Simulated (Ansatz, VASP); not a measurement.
## AlP in two plane-wave programs

Aim: how closely do two programs agree when they are given the same cell, functional and k mesh? The cell is taken from a series of runs on this material, whose earlier steps may have relaxed, scaled, displaced or heated it; both programs get it as it stands.

Method: plane waves, with VASP 6.6.1 beside it; G0W0 gap at HSE06, in Ansatz 0.2.0.

## Step 1: Starting point

The cell holds 6 atoms: 3 Al and 3 P. Cell: a = 3.854 Å, b = 5.451 Å, c = 31.600 Å, α = 90.0°, β = 90.0°, γ = 90.0°. It derives from AlP. Vacuum lies along c.

Structure file:

```xyz
6
Lattice="3.8544 0.0000 0.0000 0.0000 5.4510 0.0000 0.0000 0.0000 31.6000" Properties=species:S:1:pos:R:3
Al    0.0000    0.2091   14.2445
Al    1.9272    2.4976   15.8000
Al    0.0000    0.2091   17.3555
P     1.9272    1.3637   13.7047
P     0.0000    3.8961   15.8000
P     1.9272    1.3637   17.8953
```

## Step 2: VASP: G0W0 gap, HSE06

Quasiparticle shifts depend on high empty states and on the cores, so they are the hardest test of two PAW sets.

Lines of VASP's logs that name or quote its potential files are left out, and so is its time.

The run reads the wave functions of an earlier VASP run, which isn't shown here.

INCAR

```
SYSTEM = AlP
PREC = Accurate
ENCUT = 300
ISMEAR = 0
SIGMA = 0.01
LREAL = .FALSE.
LHFCALC = .TRUE.
AEXX = 0.25
GGA = PE
HFSCREEN = 0.2
LASPH = .TRUE.
NBANDS = 259
PRECFOCK = Fast
ALGO = EVGW0
NELMGW = 1
ENCUTGW = 30
NOMEGA = 64
NBANDSGW = 20
LWAVE = .FALSE.
LCHARG = .FALSE.
```

POSCAR

```
AlP
1.0
    3.8544390642      0.0000000000      0.0000000000
    0.0000000000      5.4510000000      0.0000000000
    0.0000000000      0.0000000000     31.6000000000
Al P
3 3
Direct
    0.0000000000      0.0383532066      0.4507763172
    0.5000000000      0.4581954015      0.5000000000
    0.0000000000      0.0383532066      0.5492236828
    0.5000000000      0.2501740237      0.4336931820
    0.0000000000      0.7147501378      0.5000000000
    0.5000000000      0.2501740237      0.5663068180
```

KPOINTS

```
Automatic mesh
0
Gamma
4 2 1
0 0 0
```

Potentials, in the order of the species: Al_GW and P_GW (PBE family, release 64).

Run with:

```console
> export OMP_NUM_THREADS=4
> mpirun -np 1 vasp_std
```

Numbers of over 12 decimals in the logs are rounded to 6 here.

What it wrote:

```text
[banner, memory and clock lines left out]
running    1 mpi-ranks, on    1 nodes
 distrk:  each k-point on    1 cores,    1 groups
 distr:  one band on    1 cores,    1 groups
 Offloading initialized ...    1 GPUs detected
 POSCAR found type information on POSCAR AlP
 POSCAR found :  2 types and       6 ions
|                                                                             |
|           W    W    AA    RRRRR   N    N  II  N    N   GGGG   !!!           |
|           W    W   A  A   R    R  NN   N  II  NN   N  G    G  !!!           |
|           W    W  A    A  R    R  N N  N  II  N N  N  G       !!!           |
|           W WW W  AAAAAA  RRRRR   N  N N  II  N  N N  G  GGG   !            |
|           WW  WW  A    A  R   R   N   NN  II  N   NN  G    G                |
|           W    W  A    A  R    R  N    N  II  N    N   GGGG   !!!           |
|                                                                             |
|     The default for ENCUTGWSOFT is different in this version of VASP.       |
|     please manually set ENCUTGWSOFT =30 in the INCAR file.                  |
|                                                                             |

 LDA part: xc-table for (Slater+PW92), standard interpolation
 found WAVECAR, reading the header
 POSCAR, INCAR and KPOINTS ok, starting setup
 FFT: planning ... GRIDC
 FFT: planning ... GRID_SOFT
 FFT: planning ... GRID
 reading WAVECAR
 the WAVECAR file was read successfully
 initial charge from wavefunction
 available memory per node:   1607.13 GB, setting MAXMEM to   1645699

 The Fermi energy was updated, please check that it is located mid-gap
 values below the HOMO (VB) or above the LUMO (CB) will cause erroneous energies
 E-fermi :  -3.7901

 calculate exact exchange contribution
 the WAVEDER file was read successfully
energies w=
    0.000    0.000    0.317    0.000    0.632    0.000    0.947    0.000
    1.259    0.000    1.569    0.000    1.876    0.000    2.179    0.000
    2.479    0.000    2.775    0.000    3.066    0.000    3.354    0.000
    3.638    0.000    3.918    0.000    4.195    0.000    4.468    0.000
    4.738    0.000    5.006    0.000    5.272    0.000    5.536    0.000
    5.799    0.000    6.062    0.000    6.324    0.000    6.587    0.000
    6.851    0.000    7.117    0.000    7.386    0.000    7.657    0.000
    7.933    0.000    8.213    0.000    8.499    0.000    8.792    0.000
    9.093    0.000    9.402    0.000    9.722    0.000   10.054    0.000
   10.399    0.000   10.760    0.000   11.138    0.000   11.535    0.000
   11.956    0.000   12.402    0.000   12.877    0.000   13.386    0.000
   13.935    0.000   14.528    0.000   15.173    0.000   15.880    0.000
   16.659    0.000   17.523    0.000   18.488    0.000   19.577    0.000
   20.815    0.000   22.237    0.000   23.889    0.000   25.834    0.000
   28.157    0.000   30.983    0.000   34.492    0.000   38.964    0.000
   44.855    0.000   52.955    0.000   64.775    0.000   83.605    0.000
 responsefunction array rank=     260
 LDA part: xc-table for (Slater+PW92), standard interpolation

 min. memory requirement per mpi rank    583.7 MB, per node    583.7 MB

 allocating  64 responsefunctions rank=   260
 shmem allocating  64 responsefunctions rank=   260
 response function shared by NCSHMEM nodes    1
 Doing            64  frequencies on each core in blocks of            64
NQ=   1    0.0000    0.0000    0.0000,
|.........|.........|.........|.........|.........|.........|.........|.........
 performed        109000 updates of chi_q(r,r)
 total number of BLAS operations         48.41 Gflops
NQ=   2    0.2500    0.0000    0.0000,
|.........|.........|.........|.........|.........|.........|.........|.........
 performed        239000 updates of chi_q(r,r)
 total number of BLAS operations        113.05 Gflops
NQ=   3    0.5000    0.0000    0.0000,
|.........|.........|.........|.........|.........|.........|.........|.........
 performed        348000 updates of chi_q(r,r)
 total number of BLAS operations        172.31 Gflops
NQ=   4    0.0000    0.5000    0.0000,
|.........|.........|.........|.........|.........|.........|.........|.........
 performed        457000 updates of chi_q(r,r)
 total number of BLAS operations        227.98 Gflops
NQ=   5    0.2500    0.5000    0.0000,
|.........|.........|.........|.........|.........|.........|.........|.........
 performed        587000 updates of chi_q(r,r)
 total number of BLAS operations        288.03 Gflops
NQ=   6    0.5000    0.5000    0.0000,
|.........|.........|.........|.........|.........|.........|.........|.........
 performed        696000 updates of chi_q(r,r)
 total number of BLAS operations        340.22 Gflops
 resolving degeneracies of screened two electron integrals

 calculate QP shifts <psi_nk| G(iteration)W_0 |psi_nk>: iteration 1
 entering main loop
```

From OUTCAR (step 2):

```text
ion  position               nearest neighbor table
   1  0.000  0.038  0.451-   4 2.31   4 2.31   5 2.35
   2  0.500  0.458  0.500-   5 2.38   5 2.38   6 2.38   4 2.38
   3  0.000  0.038  0.549-   6 2.31   6 2.31   5 2.35
   4  0.500  0.250  0.434-   1 2.31   1 2.31   2 2.38
   5  0.000  0.715  0.500-   1 2.35   3 2.35   2 2.38   2 2.38
   6  0.500  0.250  0.566-   3 2.31   3 2.31   2 2.38

  LATTYP: Found a simple orthorhombic cell.
 ALAT       =     3.8544390642
 B/A-ratio  =     1.4142135624
 C/A-ratio  =     8.1983394921

 Subroutine GETGRP returns: Found  4 space group operations
 (whereof  4 operations were pure point group operations)

The static configuration has the point symmetry C_2v.

 Found      6 irreducible k-points:

   k-points           NKPTS =      6   k-points in BZ     NKDIM =      8   number of bands    NBANDS=    259

   dimension x,y,z NGX =    24 NGY =   32 NGZ =  180
   dimension x,y,z NGXF=    48 NGYF=   64 NGZF=  360

   ENCUT  =  300.0 eV  22.05 Ry    4.70 a.u.   5.44  7.70 44.63*2*pi/ulx,y,z

   NELECT =      24.0000    total number of electrons

  energy-cutoff  :      300.00
  volume of cell :      663.93
      direct lattice vectors                 reciprocal lattice vectors
     3.854439064  0.000000000  0.000000000     0.259441123  0.000000000  0.000000000
     0.000000000  5.451000000  0.000000000     0.000000000  0.183452578  0.000000000
     0.000000000  0.000000000 31.600000000     0.000000000  0.000000000  0.031645570

 k-points in reciprocal lattice and weights: Automatic mesh
   0.00000000  0.00000000  0.00000000       0.125
   0.25000000  0.00000000  0.00000000       0.250
   0.50000000  0.00000000  0.00000000       0.125
   0.00000000  0.50000000  0.00000000       0.125
   0.25000000  0.50000000  0.00000000       0.250
   0.50000000  0.50000000  0.00000000       0.125

 E-fermi :  -3.7901

 QP shifts <psi_nk| G(iteration)W_0 |psi_nk>: iteration 1
 for sc-GW calculations column KS-energies equals QP-energies in previous step
 and V_xc(KS)=  KS-energies - (<T + V_ion + V_H > + <T+V_H+V_ion>^1  + <V_x>^1)
 k-point   1 :       0.0000    0.0000    0.0000
  band No.  KS-energies  QP-energies   sigma(KS)   V_xc(KS)     V^pw_x(r,r')   Z            occupation Imag(sigma)
    ...
      9      -5.2014      -5.3736     -12.4184     -12.2051     -14.1644       0.8076       2.0000       0.0280
     10      -4.9595      -5.2673     -11.1609     -10.7754     -12.7050       0.7986       2.0000       0.0296
     11      -4.8872      -5.0945     -11.8437     -11.5857     -13.4153       0.8033       2.0000       0.0256
     12      -4.5003      -4.6045     -12.5634     -12.4365     -14.1854       0.8206       2.0000       0.0234
     13      -1.8175      -0.8744      -7.4540      -8.5998      -4.9687       0.8231       0.0000      -0.0281
     14      -1.2577      -0.5196      -6.4623      -7.3528      -3.9092       0.8288       0.0000      -0.0321
     15       0.1769       1.0559      -6.7160      -7.7748      -4.2684       0.8302       0.0000      -0.0323
     16       0.2543       1.2381      -7.2211      -8.4254      -4.4716       0.8169       0.0000      -0.0399
    ...

 k-point   2 :       0.2500    0.0000    0.0000
  band No.  KS-energies  QP-energies   sigma(KS)   V_xc(KS)     V^pw_x(r,r')   Z            occupation Imag(sigma)
    ...
      9      -6.2696      -6.5009     -11.4773     -11.1863     -13.2385       0.7948       2.0000       0.0362
     10      -6.0552      -6.3152     -11.6288     -11.3004     -13.4217       0.7918       2.0000       0.0358
     11      -5.1151      -5.3417     -11.7885     -11.5045     -13.4744       0.7980       2.0000       0.0297
     12      -4.6888      -4.9584     -11.3983     -11.0612     -12.9357       0.7998       2.0000       0.0264
     13      -1.8564      -0.9189      -7.4286      -8.5811      -5.0473       0.8135       0.0000      -0.0314
     14      -0.3053       0.5447      -7.0094      -8.0475      -4.3710       0.8188       0.0000      -0.0389
     15       0.0846       0.8727      -6.5183      -7.4908      -3.8130       0.8104       0.0000      -0.0454
     16       0.4891       1.4202      -7.0027      -8.1342      -4.3219       0.8229       0.0000      -0.0344
    ...

 k-point   3 :       0.5000    0.0000    0.0000
  band No.  KS-energies  QP-energies   sigma(KS)   V_xc(KS)     V^pw_x(r,r')   Z            occupation Imag(sigma)
    ...
      9      -6.0193      -6.2345     -11.9065     -11.6383     -13.7101       0.8025       2.0000       0.0299
     10      -5.6399      -5.8760     -11.8029     -11.5068     -13.5595       0.7973       2.0000       0.0296
     11      -5.5812      -5.8408     -11.3363     -11.0025     -13.1806       0.7779       2.0000       0.0424
     12      -4.4661      -4.6980     -11.6426     -11.3522     -13.2141       0.7990       2.0000       0.0259
     13      -3.2779      -2.3965      -6.9868      -8.0548      -4.6905       0.8253       0.0000      -0.0249
     14      -1.0112      -0.0616      -6.9255      -8.0841      -4.3015       0.8196       0.0000      -0.0322
     15      -0.1429       0.6436      -6.4697      -7.4141      -3.7968       0.8329       0.0000      -0.0308
     16       0.2989       1.1842      -7.1203      -8.2306      -4.1822       0.7974       0.0000      -0.0517
    ...

 k-point   4 :       0.0000    0.5000    0.0000
  band No.  KS-energies  QP-energies   sigma(KS)   V_xc(KS)     V^pw_x(r,r')   Z            occupation Imag(sigma)
    ...
      9      -5.4013      -5.5509     -12.2139     -12.0292     -13.9958       0.8098       2.0000       0.0260
     10      -5.3629      -5.5839     -11.6456     -11.3667     -13.3636       0.7926       2.0000       0.0334
     11      -5.1588      -5.3248     -12.4571     -12.2522     -14.1921       0.8100       2.0000       0.0272
     12      -4.3024      -4.4934     -11.9329     -11.6969     -13.4660       0.8094       2.0000       0.0228
     13      -1.5898      -0.7085      -6.8106      -7.8830      -4.1779       0.8219       0.0000      -0.0319
     14      -0.4878       0.4933      -7.3671      -8.5683      -4.6418       0.8168       0.0000      -0.0345
     15      -0.2061       0.7535      -7.2577      -8.4284      -4.4552       0.8198       0.0000      -0.0408
     16       0.4958       1.4669      -7.1994      -8.3842      -4.3287       0.8197       0.0000      -0.0352
    ...

[... 2 further parts left out ...]
```

(Continued in part 2 of 2.)

[Lines on the potential files, build, host, timing and source positions are cut from VASP's logs without a mark.]

[Logs are printed without paths, hosts, clocks, repeated set-up lines and the standing remarks that a program may print on its own settings, such as how far it seeks lower states.]

[Hosts, paths, dates, database ids (printed as entryN), source tags and the programs' standing remarks are cut or masked in the printed files.]
